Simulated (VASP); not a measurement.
V:

```xyz
2
Lattice="2.5734 0.0000 0.0000 -1.2867 2.2286 0.0000 0.0000 0.0000 4.6451" Properties=species:S:1:pos:R:3 pbc="T T T"
V     0.0000    1.4858    1.1613
V     1.2867    0.7429    3.4838
```

This isn't the form of V at room conditions, which is bcc.

Base run:

```yaml
Program: VASP 6.6.1
Functional: PBEsol
Potentials_or_basis: VASP PAW PBE potentials, release 64 (V_sv)
Cutoff: 700 eV
k_mesh: 18 × 18 × 10
Occupations: gaussian, width 0.1 eV
Spin: no spin polarisation
```

Its results: band gap on the k mesh none (metal or under the smearing width); pressure -0.1 GPa.

**Question.** The run is repeated on the same cell with these changes: functional from PBEsol to r2SCAN; cutoff from 700 eV to 520 eV. What comes out?

**Answer.** Band gap on the k mesh none (metal or under the smearing width); pressure 4.3 GPa.

Caveats: the PAW data sets were made with another functional, which shifts forces and pressure a little.
